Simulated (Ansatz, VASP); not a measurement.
**Two plane-wave programs on MgTe**

The input INCAR:

```
SYSTEM = MgTe
PREC     = Accurate       ! precision mode
ENCUT    = 520            ! plane-wave cutoff, eV
EDIFF    = 1E-6           ! SCF threshold, eV
ISMEAR   = 0              ! smearing method
SIGMA    = 0.05           ! smearing width, eV
LREAL    = .FALSE.        ! projectors in reciprocal space
LASPH    = .TRUE.         ! aspherical terms in the spheres
NELM     = 100            ! most SCF steps
ALGO     = Normal         ! electronic algorithm
ISIF     = 2              ! what is computed and relaxed
LWAVE    = .FALSE.        ! write WAVECAR
LCHARG   = .FALSE.        ! write CHGCAR
GGA      = CA             ! functional
NBANDS   = 16             ! bands
```

KPOINTS

```
regular mesh
0
G
  9 9 4
  0 0 0
```

The input POSCAR:

```
MgTe
1.0
    4.5400020208      0.0000000000      0.0000000000
   -2.2700010104      3.9317570832      0.0000000000
    0.0000000000      0.0000000000      7.3950000000
Mg Te
2 2
Direct
    0.3333333333      0.6666666667      0.0000000000
    0.6666666667      0.3333333333      0.5000000000
    0.3333333333      0.6666666667      0.4105679513
    0.6666666667      0.3333333333      0.9105679513
```

Input for Ansatz:

```yaml
crystal:
  lattice:
    - [4.5400020208, 0.0, 0.0]
    - [-2.2700010104, 3.9317570832, 0.0]
    - [0.0, 0.0, 7.395]
  atoms:
    - { symbol: Mg, position: [0.3333333333, 0.6666666667, 0.0] }
    - { symbol: Mg, position: [0.6666666667, 0.3333333333, 0.5] }
    - { symbol: Te, position: [0.3333333333, 0.6666666667, 0.4105679513] }
    - { symbol: Te, position: [0.6666666667, 0.3333333333, 0.9105679513] }
basis:
  ecutwfc: 420
kpoints:
  mp_grid: { grid: [9, 9, 4] }
hamiltonian:
  xc: lda
scf:
  occupations: { method: gaussian, width: 0.05 }
output:
  forces: true
  stress: true
  eigenvalues: true
```

Change from the starting cell: all Te atoms moved -0.300 Å, as atom 3 towards its neighbour atom 1 (Mg) at 2.736 Å.

Alike in both runs: task single point; functional LDA; k mesh 9 × 9 × 4; occupations gaussian, width 0.05 eV; no spin polarisation.

```csv
,VASP,Ansatz
version,VASP 6.6.1,Ansatz 0.2.0
potentials or method,"VASP PAW LDA potentials, release 64 (Mg, Te)","scalar-relativistic, plane waves, PAW"
plane-wave cutoff (eV),520,420
valence electrons in the cell,16,52
```

```csv
,VASP,Ansatz,Ansatz less VASP
gap on the k mesh at the Fermi level (eV),2.04,2.02,-0.022
least direct gap on the mesh (eV),2.04,2.02,-0.022
pressure (GPa),-0.3,-0.2,+0.03
largest component of the traceless stress (GPa),2.78,2.72,-0.058
rms of the force components (eV/Å),0.360,0.357,-0.0033
```

Atom by atom the forces differ by 0.003 eV/Å (rms over components). The two sets of potentials don't hold the same shells in valence.

Caveats: spin-orbit coupling is left out, which moves the levels of the heavy elements.
